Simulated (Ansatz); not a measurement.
# Frozen normal mode in TiO2

Computed with Ansatz 0.2.0, DFT r2SCAN, scalar-relativistic, plane waves, PAW. Cutoff 500 eV, Γ-centred 8×8×8 k-points, Gaussian smearing of 0.05 eV. No spin polarisation. Energies are free energies at this smearing, counted from the undisturbed cell; pressure is positive in compression.

Reference structure (relaxed at this level):

```
Ti O
1.0
    -1.88897    1.88897    4.79140
     1.88897   -1.88897    4.79140
     1.88897    1.88897   -4.79140
Ti O
2 4
Direct
  0.00000 0.00000 0.00000
  0.75000 0.25000 0.50000
  0.20730 0.20730 0.00000
  0.95730 0.45730 0.50000
  0.54270 0.04270 0.50000
  0.79270 0.79270 0.00000
```

A zone-centre mode of this cell is frozen in: each atom moves by x times its row below, so x is the largest displacement.
```
atom ux uy uz
 Ti1  -1.000  0.000  0.000
 Ti2   1.000  0.000  0.000
  O3  -0.058  0.000  0.000
  O4  -0.065  0.000  0.000
  O5   0.058  0.000  0.000
  O6   0.065  0.000  0.000
```

```tsv
x (Å)	ΔE (meV/cell)	force along the mode (eV/Å)
-0.2000	254.8	3.66
-0.1000	41.4	0.99
0.0000	0.0	0.00
0.0500	8.8	-0.37
0.1500	114.9	-2.04
0.1750	174.7	-2.77
```

By symmetry 0.2000 repeats -0.2000, -0.1500 repeats 0.1500, 0.1000 repeats -0.1000, -0.0500 repeats 0.0500 in energy, with the opposite slope along the path.

Cost: 6 runs of about 11 core-minutes in all, on AMD EPYC (Zen 3) (shared hosts).